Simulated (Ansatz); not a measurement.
Write the native input for Ansatz 0.2.0 that does the following.

```yaml
Task: relaxation of cell and atoms
Functional: RPBE
Potentials_or_basis: Ansatz PAW
Cutoff: "420 eV (not typed: the program's choice for these potentials)"
k_mesh: 8 × 8 × 5
Occupations: fermi-dirac, width 0.05 eV
Spin: no spin polarisation
```

Crystal: ZnS (Wurtzite-2H).

```xyz
4
Lattice="3.8110 0.0000 0.0000 -1.9055 3.3004 0.0000 0.0000 0.0000 6.2340" Properties=species:S:1:pos:R:3 pbc="T T T"
Zn    1.9055    1.1001    3.1170
Zn    0.0000    2.2003    0.0000
S     1.9055    1.1001    5.5171
S     0.0000    2.2003    2.4001
```

These files were run (other wordings do the same):

input.yaml

```yaml
crystal:
  lattice:
    - [3.811, 0.0, 0.0]
    - [-1.9055, 3.3004228138, 0.0]
    - [0.0, 0.0, 6.234]
  atoms:
    - { symbol: Zn, position: [0.6666666667, 0.3333333333, 0.5] }
    - { symbol: Zn, position: [0.3333333333, 0.6666666667, 0.0] }
    - { symbol: S, position: [0.6666666667, 0.3333333333, 0.885] }
    - { symbol: S, position: [0.3333333333, 0.6666666667, 0.385] }
hamiltonian:
  xc: rpbe
  pseudopotentials: { kind: paw }
kpoints:
  mp_grid: { grid: [8, 8, 5] }
scf:
  occupations: { method: fermi_dirac, width: 0.05 }
output:
  forces: true
  stress: true
relax:
  f_tol: 0.01
  max_steps: 40
  cell: { stress_tol: 0.05 }
```

Potentials or basis: Ansatz PAW.

Run with:

```sh
$ ansatz run input.yaml --threads 2 --pin off --max-ram 5632MiB --backend cpu --events-out ev --progress --plain --runs-dir out
```

Results of the run:

* Relaxed volume: 20.96 Å³/atom
* Relaxed cell: a = 3.895 Å, b = 3.895 Å, c = 6.380 Å, α = 90.00°, β = 90.00°, γ = 120.00°
* Space group after relaxing (to 0.05 Å): P6_3mc (No. 186)
* Energy gained by relaxing: 24.4 meV/atom
* Ionic steps: 5
* Pressure after relaxing: 0.0 GPa
* Band gap on the k mesh: 2.09 eV

Caveat: odd divisions of the mesh miss points on the zone boundary, where band edges often lie, so the gap on the mesh can be too wide; the plane-wave basis is chosen anew once the cell has moved, so the energies of steps on either side of that aren't comparable; the PAW data sets come from PBE, with cores solved anew for the run's functional, which leaves a small shift of forces and pressure.

It took 26 s on 2 threads of Intel(R) Xeon(R) Processor @ 2.50GHz (Skylake/Cascade Lake) (shared host), peak memory 0.38 GiB.
